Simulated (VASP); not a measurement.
# CdSe: single point with PBEsol

CdSe:

```
CELL_PARAMETERS angstrom
4.31069 0.00000 0.00000
-2.15535 3.73317 0.00000
0.00000 0.00000 7.03188
ATOMIC_POSITIONS crystal
Cd 0.66667 0.33333 0.49996
Cd 0.33333 0.66667 0.99996
Se 0.66667 0.33333 0.87590
Se 0.33333 0.66667 0.37590
```

The cell is a database's computed one.

```yaml
Program: VASP 6.6.1
Task: single point
Functional: PBEsol
Potentials_or_basis: VASP PAW PBE potentials, release 64 (Cd, Se)
Cutoff: 520 eV
k_mesh: 15 × 15 × 8
Occupations: gaussian, width 0.02 eV
Spin: no spin polarisation
Further_INCAR_settings: ALGO = Normal; EDIFF = 1e-06; NBANDS = 26
```

| Property | Result |
| --- | --- |
| Pressure | 0.0 GPa |
| Largest force | 0.004 eV/Å |
| Band gap on the k mesh | 0.53 eV, direct |

Forces in eV/Å, atoms in the order of the input:
```
Cd   0.000  0.000  0.004
Cd   0.000  0.000  0.004
Se   0.000  0.000 -0.004
Se   0.000  0.000 -0.004
```

Levels at points of the mesh, in eV from the valence-band top:
```
           k point  band 14  band 15  band 16  band 17  band 18  band 19  band 20  band 21  band 22  band 23
(0.00, 0.00, 0.00)    -0.77    -0.77    -0.05     0.00     0.00     0.53     2.09     5.78     5.78     6.06
(0.00, 0.00, 0.50)    -2.69    -0.40    -0.40    -0.40    -0.40     2.26     2.26     5.74     5.74     6.18
```

Run time: 7.1 min on 1 thread of Intel(R) Xeon(R) 6975P-C (Granite Rapids) (shared host), peak memory 0.85 GiB.

The gap isn't set beside the measured one, since this odd mesh misses points on the zone boundary.

Caveat: the PAW data sets were made with another functional, which shifts forces and pressure a little; an odd mesh through Γ misses points on the zone boundary, where band edges often lie.
